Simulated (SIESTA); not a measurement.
## SnTe under changes of volume

One of the cells (47.091 Å³/atom); the others are scaled copies at fixed shape and fractional positions:

```
Te Sn
1.0
     0.00000    3.61115    3.61115
     3.61115    0.00000    3.61115
     3.61115    3.61115    0.00000
Te Sn
1 1
Direct
  0.25000 0.25000 0.25000
  0.00000 0.00000 0.00000
```

Measurements of this composition are mostly on another form, of space group No. 225.

- Program: SIESTA 5.4.2
- Functional: PBEsol
- Potentials or basis: PseudoDojo 0.4 standard (PBEsol files)
- Basis: DZP (energy shift 0.003 Ry; two zetas on semicore shells)
- Grid cutoff: 500 Ry
- Energy shift: 0.003 Ry
- k mesh: 7 × 7 × 7
- Occupations: fermi-dirac, width 0.05 eV
- Spin: no spin polarisation

```csv
volume (Å³/atom),energy over the lowest point (meV/atom),pressure (GPa),gap on the mesh (eV)
44.265,?,?,?
45.207,0.00,0.1,0.18
46.149,0.65,-0.4,0.23
47.091,4.36,-0.9,0.28
48.033,10.83,-1.3,0.33
48.974,19.81,-1.7,0.37
49.916,31.04,-2.1,0.41
```

Problem. What does the run at 44.265 Å³/atom give?

Solution. Energy over the lowest point 2.67 meV/atom; pressure 0.7 GPa; gap on the mesh 0.13 eV.

Worked out: A Birch-Murnaghan fit of order 3 (a polynomial in V^(-2/3)) to the other rows has its minimum at 45.49 Å³/atom with B0 = V·E''(V) = 27 GPa and B' = 3.9. It gives 2.74 meV/atom at 44.265 Å³/atom, against the run's 2.67, and -dE/dV = 0.8 GPa, against 0.7. A straight line through the other rows of the gap, of slope 2.34 eV per unit of ln V, extrapolates to 0.13 eV, against the run's 0.13.

Energies are extrapolated to zero smearing.

Caveats: spin-orbit coupling is left out, which moves the levels of the heavy elements; an odd mesh through Γ misses points on the zone boundary, where band edges often lie; the basis of atomic orbitals isn't converged, which shifts pressures, moduli and gaps.
